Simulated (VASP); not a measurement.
# Se (P3_121) in VASP: notebook, part 2 of 2

VASP 6.6.1.

## (4) Single point, PBE, spin-orbit coupling, no magnetisation

Input file INCAR:

```
SYSTEM = Se
PREC     = Accurate       ! precision mode
ENCUT    = 280            ! plane-wave cutoff, eV
EDIFF    = 1E-7           ! SCF threshold, eV
ISMEAR   = 0              ! smearing method
SIGMA    = 0.02           ! smearing width, eV
LREAL    = .FALSE.        ! projectors in reciprocal space
LASPH    = .TRUE.         ! aspherical terms in the spheres
NELM     = 100            ! most SCF steps
ALGO     = Normal         ! electronic algorithm
ISIF     = 2              ! what is computed and relaxed
LWAVE    = .FALSE.        ! write WAVECAR
LCHARG   = .FALSE.        ! write CHGCAR
LNONCOLLINEAR= .TRUE.         ! non-collinear magnetism
MAGMOM   = 0 0 0 0 0 0 0 0 0 ! initial moments
LORBIT   = 11             ! projections on sites
LSORBIT  = .TRUE.         ! spin-orbit coupling
GGA_COMPAT= .FALSE.      
GGA      = PE             ! functional
NBANDS   = 34             ! bands
```

Input file KPOINTS:

```
regular mesh
0
G
  7 7 6
  0 0 0
```

Input file POSCAR:

```
Se
1.0
    4.3662000000      0.0000000000      0.0000000000
   -2.1831000000      3.7812401180      0.0000000000
    0.0000000000      0.0000000000      4.9536000000
Se
3
Direct
    0.7746000000      0.7746000000      0.0000000000
    0.0000000000      0.2254000000      0.6666666667
    0.2254000000      0.0000000000      0.3333333333
```

Potentials or basis: VASP PAW PBE potentials, release 64 (Se).

The run is started by

```bash
cat potpaw_PBE.64/Se/POTCAR > POTCAR
mpirun -np 1 vasp_ncl > vasp.out
```

OUTCAR:

```text
SYSTEM = Se
   PREC = Accurate
   ENCUT = 280
   EDIFF = 1E-7
   ISMEAR = 0
   LREAL = .FALSE.
   LASPH = .TRUE.
   NELM = 100
   ISIF = 2
   LNONCOLLINEAR = .TRUE.
   LORBIT = 11
   LSORBIT = .TRUE.
   GGA = PE

 Found     58 irreducible k-points:

 Following reciprocal coordinates:
            Coordinates               Weight
  0.000000  0.000000  0.000000      1.000000
  0.142857  0.000000  0.000000      6.000000
  0.285714 -0.000000  0.000000      6.000000
  0.428571  0.000000  0.000000      6.000000
  0.142857  0.142857  0.000000      3.000000
 -0.142857 -0.142857  0.000000      3.000000
   k-points           NKPTS =     58   k-points in BZ     NKDIM =     58   number of bands    NBANDS=     34
   number of dos      NEDOS =    301   number of ions     NIONS =      3
   total plane-waves  NPLWV =  16128
   dimension x,y,z NGX =    24 NGY =   24 NGZ =   28
   dimension x,y,z NGXF=    48 NGYF=   48 NGZF=   56
[... 365 lines left out ...]
     0.0000000     0.0000000     0.0000000     0.0000000     0.0000000     0.0000000     0.0000000
     0.0000000     0.0000000     0.0000000     0.0000000     0.0000000     0.0000000     0.0000000
     0.0000000     0.0000000     0.0000000     0.0000000     0.0000000     0.0000000     0.0000000

 total charge

# of ion       s       p       d       tot
------------------------------------------
    1        1.512   2.183   0.058   3.753
    2        1.512   2.183   0.058   3.753
    3        1.512   2.183   0.058   3.753
--------------------------------------------------
tot          4.537   6.548   0.175  11.259

 magnetization (x)

# of ion       s       p       d       tot
------------------------------------------
    1       -0.000  -0.000   0.000  -0.000
    2       -0.000  -0.000   0.000  -0.000
    3        0.000   0.000  -0.000   0.000
--------------------------------------------------
tot         -0.000   0.000   0.000   0.000

 magnetization (y)

# of ion       s       p       d       tot
------------------------------------------
    1       -0.000  -0.000   0.000  -0.000
    2        0.000   0.000  -0.000   0.000
    3       -0.000   0.000  -0.000  -0.000
--------------------------------------------------
tot         -0.000   0.000  -0.000   0.000

 magnetization (z)

# of ion       s       p       d       tot
------------------------------------------
    1        0.000  -0.000   0.000  -0.000
    2        0.000   0.000   0.000   0.000
    3       -0.000   0.000  -0.000  -0.000
--------------------------------------------------
tot          0.000  -0.000  -0.000  -0.000
```

stdout:

```text
POSCAR found type information on POSCAR Se
 POSCAR found :  1 types and       3 ions
 scaLAPACK will be used
 LDA part: xc-table for (Slater+PW92), standard interpolation
 POSCAR, INCAR and KPOINTS ok, starting setup
 FFT: planning ... GRIDC
 FFT: planning ... GRID_SOFT
 FFT: planning ... GRID
 WAVECAR not read
 entering main loop
```

Wall time 2.2 min (1 thread of Intel Xeon Platinum 8259CL at 2.50GHz (Skylake/Cascade Lake), shared host); peak memory 0.25 GiB.

The run converged, but some of its settings lie outside the range that counts as converged, so its numbers aren't taken as properties of the crystal.

What came out:

```yaml
Free_energy: -10.5340 eV
Pressure: 3.0 GPa
Largest_force: 0.453 eV/Å
Valence_electrons_inside_the_program's_atomic_spheres: Se 3.75
```

## (5) Single point, PBE, spin-orbit coupling, no magnetisation

INCAR, as its differences from that of step 4:

```diff
@@ -2,4 +2,4 @@
 PREC     = Accurate       ! precision mode
-ENCUT    = 280            ! plane-wave cutoff, eV
-EDIFF    = 1E-7           ! SCF threshold, eV
+ENCUT    = 400            ! plane-wave cutoff, eV
+EDIFF    = 0.001          ! SCF threshold, eV
 ISMEAR   = 0              ! smearing method
```

Input file KPOINTS:

```
regular mesh
0
G
  6 6 5
  0 0 0
```

POSCAR is that of step 4.

The run is started by

```bash
cat potpaw_PBE.64/Se/POTCAR > POTCAR
mpirun -np 1 vasp_ncl > vasp.out
```

Wall time 2.5 min (1 thread of Intel Xeon Platinum 8259CL at 2.50GHz (Skylake/Cascade Lake), shared host); peak memory 0.31 GiB.

The run converged, but some of its settings lie outside the range that counts as converged, so its numbers aren't taken as properties of the crystal.

Results:

```yaml
Free_energy: -10.5364 eV
Pressure: 2.9 GPa
Largest_force: 0.452 eV/Å
Valence_electrons_inside_the_program's_atomic_spheres: Se 3.75
```

## (6) Single point, PBE, spin-orbit coupling, no magnetisation

INCAR, as its differences from that of step 5:

```diff
@@ -3,3 +3,3 @@
 ENCUT    = 400            ! plane-wave cutoff, eV
-EDIFF    = 0.001          ! SCF threshold, eV
+EDIFF    = 1E-5           ! SCF threshold, eV
 ISMEAR   = 0              ! smearing method
```

KPOINTS is that of step 5.

POSCAR is that of step 5.

Potentials or basis: VASP PAW PBE potentials, release 64 (Se).

The run is started by

```bash
cat potpaw_PBE.64/Se/POTCAR > POTCAR
mpirun -np 1 vasp_ncl > vasp.out
```

Wall time 2.4 min (1 thread of Intel Xeon Platinum 8259CL at 2.50GHz (Skylake/Cascade Lake), shared host); peak memory 0.31 GiB.

These settings aren't checked as converged: the numbers below hold their error.

Results:

```yaml
Free_energy: -10.5363 eV
Pressure: 3.0 GPa
Largest_force: 0.448 eV/Å
Valence_electrons_inside_the_program's_atomic_spheres: Se 3.75
```

## (7) The reference run

An earlier run on the cell as given: functional PBEsol; potentials or basis VASP PAW PBE potentials, release 64 (Se); cutoff 520 eV; k mesh 7 × 7 × 6; occupations fermi-dirac, width 0.05 eV; no spin polarisation.

- Pressure: 0.4 GPa
- Largest force: 0.333 eV/Å
- Band gap on the k mesh: 1.14 eV, indirect (least direct gap 1.43 eV)
